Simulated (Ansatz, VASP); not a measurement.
## Two plane-wave programs on Zr4B

```xyz
5
Lattice="4.7036 0.0000 0.0000 0.0000 4.7036 0.0000 0.0000 0.0000 4.7036" Properties=species:S:1:pos:R:3 pbc="T T T"
Zr    2.3518    0.0000    0.0000
Zr    0.0000    2.3518    0.0000
Zr    0.0000    0.0000    2.3518
Zr    2.3518    2.3518    2.3518
B     0.0000    0.0000    0.0000
```

Change from the starting cell: species swapped into the Co4N type (Pm-3m, No. 221).

Alike in both runs: functional PBE; k mesh 8 × 8 × 8; occupations gaussian, width 0.1 eV; no spin polarisation.

Ansatz relaxed the structure, and its values are those at the end. VASP's run is a single point on that final structure, the one shown.

|  | VASP | Ansatz |
| --- | --- | --- |
| version | VASP 6.6.1 | Ansatz 0.2.0 |
| potentials or method | VASP PAW PBE potentials, release 64 (Zr_sv, B) | scalar-relativistic, plane waves, PAW |
| plane-wave cutoff (eV) | 520 | 420 |
| valence electrons in the cell | 51 | 51 |

|  | VASP | Ansatz | Ansatz less VASP |
| --- | --- | --- | --- |
| gap on the k mesh at the Fermi level (eV) | none | none | - |
| pressure (GPa) | 0.0 | 0.0 | -0.02 |

A gap of «none» marks a metal or a gap that the smearing closes.
